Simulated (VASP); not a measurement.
Input of a VASP 6.6.1 run:

File INCAR:

```
SYSTEM = Ca
PREC = Accurate
ENCUT = 520
EDIFF = 1E-6
ISMEAR = 0
SIGMA = 0.1
LREAL = .False.
LASPH = .True.
NELM = 100
ALGO = Fast
ISIF = 2
LWAVE = .False.
LCHARG = .False.
LNONCOLLINEAR = .True.
MAGMOM = 0 0 0
LORBIT = 11
LSORBIT = .True.
GGA_COMPAT = .False.
GGA = PS
NBANDS = 21
```

Contents of KPOINTS:

```
regular mesh
0
Gamma
  14 14 14
  0 0 0
```

File POSCAR:

```
Ca
1.0
    0.0000000000      2.7290300000      2.7290300000
    2.7290300000      0.0000000000      2.7290300000
    2.7290300000      2.7290300000      0.0000000000
Ca
1
Direct
    1.0000000000      0.0000000000      0.0000000000
```

Potentials or basis: VASP PAW PBE potentials, release 64 (Ca_sv).

The run is started by

```sh
$ cat potpaw_PBE.64/Ca_sv/POTCAR > POTCAR
$ mpirun -np 1 vasp_ncl > vasp.out
```

Task: What does it give for the net moment?

Result: 0.00 μB per cell.

Task: What does it give for the pressure?

Result: 0.0 GPa.

Moments on the atoms (μB; x, y, z):
```
Ca  0.00 0.00 0.00
```

Caveat: the PAW data sets were made with another functional, which shifts forces and pressure a little.
